Cubic boron nitride is an insulator, and its computed band gap depends strongly on how the calculation treats exchange between electrons. The gap here is the energy between the highest filled and the lowest empty orbital of a static crystal. All rows use the same cell, so the differences between them do not come from a change of bond length.

Kohn-Sham and hybrid-functional band gaps of cubic BN (2-atom cell, static lattice), without spin polarization or spin-orbit coupling. All runs use Fermi-Dirac smearing of 0.05 eV and plane waves, with the cutoff given under "basis". Gaps are read along a path through the high-symmetry points; "none" under "k mesh" marks a run on that path alone, from a converged density.

```csv
method,rung,program,potentials,basis,k mesh,gap (eV)
LDA,LDA,JDFTx,PseudoDojo SR LDA 0.4.1 standard,1143 eV,13x13x13 2-atom cell,4.407
PBEsol,GGA,JDFTx,PseudoDojo SR PBEsol 0.4.1 standard,1143 eV,13x13x13 2-atom cell,4.331
rPW86PBE,GGA,ABINIT,JTH PAW PBE v2.0,707 eV,13x13x13 2-atom cell,4.771
SCAN,meta-GGA,ABACUS,SG15 ONCV 1.2 PBE,1320 eV,none 2-atom cell,4.943
r2SCAN,meta-GGA,Ansatz,Ansatz PAW,500 eV,13x13x13 2-atom cell,4.985
HSEsol,hybrid,Ansatz,Ansatz PAW,420 eV,7x7x7 2-atom cell,5.676
r2SCAN0,hybrid,Ansatz,Ansatz PAW,500 eV,7x7x7 2-atom cell,6.865
r2SCANh,hybrid,Ansatz,Ansatz PAW,500 eV,7x7x7 2-atom cell,5.732
```

The column "rung" names the class of functional. LDA uses only the electron density, a GGA adds its gradient, and a meta-GGA such as r2SCAN also uses the kinetic-energy density of the orbitals. A hybrid replaces part of this approximate exchange by exact exchange, computed from the orbitals themselves. By their standard definitions, r2SCANh contains 10 % exact exchange, and r2SCAN0 and HSEsol contain 25 %.

**(a) How should the gap change with the share of exact exchange? Does r2SCANh lie where r2SCAN and r2SCAN0 would put it?**

*Solution.* Exact exchange treats filled and empty orbitals differently. An electron in a filled orbital is freed from its spurious repulsion with itself, which lowers its energy. An empty orbital has no such repulsion to remove, and it loses some of the attraction that the approximate exchange had given it. Mixing in exact exchange therefore pushes the two band edges apart.

The amount follows from a short argument. Let *a* be the share of exact exchange. The hybrid adds to the original equations *a* times the difference between exact and approximate exchange. If density and orbitals change only a little, each band edge shifts in proportion to *a*, and so does the gap:

gap(*a*) = gap(0) + *D* · *a*

The constant *D* measures how differently the added term acts on the two edges. The r2SCAN and r2SCAN0 rows fix this line. At 10 % it gives

4.985 + (10/25) × (6.865 − 4.985) = 5.737 eV.

The calculation gives 5.732 eV for r2SCANh, a row that played no part in setting the line. The simple picture thus holds within this family, where each 10 % of exact exchange opens the gap by about 0.75 eV. The band edges of the same runs, read on the program's own energy scale because a bulk crystal offers no vacuum level to measure from, show the expected movement: from r2SCAN to r2SCAN0 the valence top falls by 1.16 eV and the conduction edge rises by 0.72 eV.

Because the runs differ in k mesh, it matters that the gaps were read along a path through the high-symmetry points of the Brillouin zone. The lowest empty state of cubic BN lies at the point X, on the zone boundary, which a mesh with an odd number of points steps over. Gaps taken from the mesh are too large by about 0.27 eV for the coarser mesh of r2SCANh and by 0.08 eV for the finer one of r2SCAN. With such gaps, r2SCANh would seem to leave the line by 0.1 eV, a break made only by the difference between the meshes. The path does not remove every effect of the mesh: the density and the exact exchange of the hybrids still come from the coarser mesh, and no finer one was tried for them. An error of that kind in the exact exchange is expected to grow in proportion to *a*, so the test on r2SCANh would not reveal it.

**(b) Which hybrid leaves the line, by how much, and why?**

*Solution.* HSEsol does. If the share of exact exchange alone set the gap, HSEsol with its 25 % would match r2SCAN0, but its gap is 1.19 eV smaller. On the r2SCAN line such a gap would belong to only about 9 % exact exchange. The percentage alone is therefore a poor guide to the gap of a hybrid.

As a functional, HSEsol differs from r2SCAN0 in two ways: it is built on PBEsol instead of r2SCAN, and its exact exchange is screened, which means that it acts only at short range. The table allows the break to be divided accordingly:

- lower starting point: 4.985 − 4.331 = 0.654 eV;
- smaller rise on adding exact exchange: (6.865 − 4.985) − (5.676 − 4.331) = 0.535 eV.

Counted this way, slightly more than half of the break is already present before any exact exchange is added. This is bookkeeping rather than a division of causes, since each hybrid replaces a quarter of its approximate exchange and with it part of the starting difference, as discussed below. The division is also approximate, because the PBEsol row comes from another program with other potentials, and because the HSEsol run has a lower cutoff than r2SCAN0 (420 against 500 eV), whose effect was not tested.

Theory can tell whether screening is strong enough to account for the second part. HSEsol leaves out exact exchange beyond a distance of roughly 1/ω, where ω = 0.207 Å⁻¹ is its screening constant; this is about 5 Å, or three B–N bonds. An electron in a filled orbital is surrounded by an exchange hole, a region from which exactly one electron's worth of charge is displaced. If this hole is compact on the scale of 1/ω, the long-range part of its attraction is 2ω*e*²/√π, with *e*² = 14.4 eV Å. For an electron in an empty orbital the corresponding charge adds up to zero, so it gains almost nothing. At long range HSEsol keeps the approximate exchange instead, which for such a compact hole shifts both band edges about equally and so hardly changes the gap.

Leaving out the long-range part should therefore cost the gap about

0.25 × 2 × 0.207 × 14.4 / √π ≈ 0.84 eV.

This has the same order of magnitude as the 0.54 eV found. The estimate should come out somewhat high, since a real exchange hole is spread out and attracts the electron less than a compact one would; but a hole about a bond wide is small against 5 Å, so this is expected to explain only a small part of the difference. Screening is thus a sufficient cause by its size. The table does not isolate it, because the two hybrids also replace different approximate exchange. If that of r2SCAN already opens the gap, as part (c) suggests, replacing a quarter of it gains less than replacing a quarter of PBEsol's. An unscreened PBEsol hybrid should then rise more than r2SCAN0 does, and the real cost of screening should be larger than 0.54 eV. If the starting difference lies in the exchange and a quarter of it is replaced, about 0.75 × 0.654 ≈ 0.49 eV of it survives in the hybrids and about 0.70 eV of the break is left to screening, closer to the estimate. Screening is then expected to be the larger part of the break, although no row tests this.

**(c) The starting point accounts for a large part of the break. Can it be read from the rung?**

*Solution.* Only in part. LDA and PBEsol lie within 0.08 eV of each other, which fits the deliberately weak gradient correction of PBEsol. The two meta-GGAs lie higher, close to 5 eV. Their exchange depends on the kinetic-energy density, which is built from the slopes of the orbitals. It therefore acts on the slope of each orbital and can shift two orbitals differently even where their densities are alike, although, unlike exact exchange, it acts point by point and does not single out the filled orbitals. In this sense a meta-GGA takes a first step in the direction of a hybrid, and a hybrid built on it starts from a wider gap.

The row that blurs this division between the rungs is rPW86PBE. It is a GGA like PBEsol, yet its gap is 0.44 eV larger and lies nearer to the meta-GGAs than to PBEsol. At moderate density gradients its exchange energy grows more steeply with the gradient than that of PBEsol, and this is a plausible cause. It remains a guess, because the correlation part, the program and the potentials change together with the exchange. The printed analysis below gives the distance of every row from the r2SCAN line.

For a hybrid, then, three things have to be known before its gap can be judged: the functional it is built on, the share of exact exchange, and the range over which that exchange acts. The range is the least settled here, since no row holds a PBEsol hybrid without screening. Running that hybrid and PBEsol itself in Ansatz, with the settings of the HSEsol row, would separate the effect of screening from that of the starting point.

Output of the analysis:

```
Gap against the line through r2SCAN and r2SCAN0:
       row  exact_exchange_percent  gap_eV  line_eV  gap_less_line_eV
       LDA                       0   4.407    4.985            -0.578
    PBEsol                       0   4.331    4.985            -0.654
  rPW86PBE                       0   4.771    4.985            -0.214
      SCAN                       0   4.943    4.985            -0.042
    r2SCAN                       0   4.985    4.985                 0
    HSEsol                      25   5.676    6.865            -1.189
   r2SCAN0                      25   6.865    6.865                 0
   r2SCANh                      10   5.732    5.737            -0.005
Slope of the line, eV per 10 % exact exchange: 0.752
Rise from r2SCAN to r2SCAN0, eV: 1.88
Rise from PBEsol to HSEsol, eV: 1.345
HSEsol break, part from the smaller rise, eV: 0.535
HSEsol break, part from the lower semilocal start, eV: 0.654
Share of the lower start in the HSEsol break, %: 55
Smooth-limit estimate of the opening lost by screening, eV: 0.8408
Exact exchange at which the r2SCAN line has the HSEsol gap, %: 9.189
HSEsol below r2SCANh, eV: 0.056
Valence top, fall from r2SCAN to r2SCANh, eV: 0.4597
Valence top, fall from r2SCAN to r2SCAN0, eV: 1.16
Conduction edge, rise from r2SCAN to r2SCANh, eV: 0.2873
Conduction edge, rise from r2SCAN to r2SCAN0, eV: 0.7197
LDA above PBEsol, eV: 0.076
rPW86PBE above PBEsol, eV: 0.44
r2SCAN above SCAN, eV: 0.042
Mesh gap less path gap, r2SCAN at 13x13x13, eV: 0.07691
Mesh gap less path gap, r2SCANh at 7x7x7, eV: 0.2674
Mesh gap less path gap, r2SCAN0 at 7x7x7, eV: 0.2777
Ratio of the mesh errors, r2SCANh to r2SCAN: 3.476
Ratio expected for a parabolic band edge missed by half a mesh step: 3.449
False break of r2SCANh if mesh gaps were used, eV: 0.1051
```
